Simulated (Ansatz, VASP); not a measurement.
Mn in VASP and in Ansatz

The input INCAR:

```
SYSTEM = Mn
ALGO = Normal ; EDIFF = 1E-6
ENCUT = 520 ; GGA = CA
ISIF = 2 ; ISMEAR = -1
LASPH = .TRUE. ; LCHARG = .FALSE.
LREAL = .FALSE. ; LWAVE = .FALSE.
NBANDS = 12 ; NELM = 100
PREC = Accurate ; SIGMA = 0.1
```

File KPOINTS:

```
k-points
0
G
  18 18 18
  0 0 0
```

The input POSCAR:

```
Mn
1.0
   -1.3811909897      1.3811909897      1.3811909897
    1.3811909897     -1.3811909897      1.3811909897
    1.3811909897      1.3811909897     -1.3811909897
Mn
1
Direct
    0.0000000000      0.0000000000      0.0000000000
```

Input for Ansatz:

```yaml
crystal:
  lattice:
    - [-1.3811909897, 1.3811909897, 1.3811909897]
    - [1.3811909897, -1.3811909897, 1.3811909897]
    - [1.3811909897, 1.3811909897, -1.3811909897]
  atoms:
    - { symbol: Mn, position: [0.0, 0.0, 0.0] }
hamiltonian:
  xc: lda
  pseudopotentials:
    kind: paw
    azcp:
      Mn: "pseudopotentials/Mn.paw.azcp"
basis:
  ecutwfc: 420
  fft_grid_basis: typed
kpoints:
  mp_grid: { grid: [18, 18, 18], shift: [0, 0, 0] }
magnetization:
  spin_polarized: false
scf:
  occupations: { method: fermi_dirac, width: 0.1 }
  lower_state_search: "off"
output:
  stress: true
  write_density: true
  write_potential: true
  elf: true
  volumetric_format: npy
```

Alike in both runs: task single point; functional LDA; k mesh 18 × 18 × 18; occupations fermi-dirac, width 0.1 eV; no spin polarisation.

|  | VASP | Ansatz |
| --- | --- | --- |
| version | VASP 6.6.1 | Ansatz 0.2.0 |
| potentials or method | VASP PAW LDA potentials, release 64 (Mn_pv) | plane waves (420 eV) with PAW, scalar-relativistic |
| plane-wave cutoff (eV) | 520 | 420 |
| valence electrons in the cell | 13 | 15 |

```csv
,VASP,Ansatz,Ansatz less VASP
pressure (GPa),-11.5,-11.8,-0.37
```

The two sets of potentials don't hold the same shells in valence. Ansatz warned: «pseudo_functional_mismatch».

Caveats: the run has no spin polarisation, though such a crystal can be magnetic. Spin polarisation is off, so any magnetic state and its effect on volume and gap are missing.
